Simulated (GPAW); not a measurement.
V:

```xyz
2
Lattice="2.6043 0.0000 0.0000 -1.3021 2.2554 0.0000 0.0000 0.0000 4.7233" Properties=species:S:1:pos:R:3 pbc="T T T"
V     0.0000    1.5036    1.1808
V     1.3021    0.7518    3.5425
```

This isn't the form of V at room conditions, which is bcc.

Base run:

```yaml
Program: GPAW 26.7.0
Functional: PBEsol
Potentials_or_basis: PAW data sets generated in the run's folder for this functional
Cutoff: 600 eV
Basis: pw
k_mesh: 9 × 9 × 4
Occupations: fermi-dirac, width 0.05 eV
Spin: collinear spin, ferromagnetic start
Starting_moments: "[2.0, 2.0] μB"
```

Its results: pressure -5.8 GPa; net moment 0.00 μB per cell.

Question: The run is repeated on the same cell with these changes: hubbard terms from none to V d U = 8 eV. What comes out?

Answer: Pressure 75.0 GPa; net moment 5.63 μB per cell; site moments V +2.56 μB.

Caveats: a pressure of tens of GPa on the cell as given is suspect, and the run, the potentials or the cell itself is likely at fault (some runs); the U is typed as a test and isn't derived for this compound (some runs).
